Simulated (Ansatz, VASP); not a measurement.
## Be4Se in VASP and in Ansatz

```
Be Se
1.0
     3.94093    0.00000    0.00000
     0.00000    3.94093    0.00000
     0.00000    0.00000    3.99454
Be Se
4 1
Cartesian
  0.0000 0.0000 1.9973
  1.9705 0.0000 1.9973
  0.0000 1.9705 1.9973
  0.0000 0.0000 0.0000
  1.9705 1.9705 0.0000
```

Alike in both runs: functional PBE; k mesh 6 × 6 × 4; occupations gaussian, width 0.1 eV; no spin polarisation.

Ansatz relaxed the structure, and its values are those at the end. VASP's run is a single point on that final structure, the one shown.

```csv
,VASP,Ansatz
version,VASP 6.6.1,Ansatz 0.2.0
potentials or method,"VASP PAW PBE potentials, release 64 (Be, Se)","scalar-relativistic, plane waves, PAW"
plane-wave cutoff (eV),520,420
valence electrons in the cell,14,24
```

|  | VASP | Ansatz | Ansatz less VASP |
| --- | --- | --- | --- |
| gap on the k mesh at the Fermi level (eV) | none | none | - |
| pressure (GPa) | 0.2 | 0.2 | -0.07 |

A gap of «none» marks a metal or a gap that the smearing closes. The two sets of potentials don't hold the same shells in valence.

Caveats: the k mesh is coarse (spacing up to 0.39 Å⁻¹), so the values aren't converged.
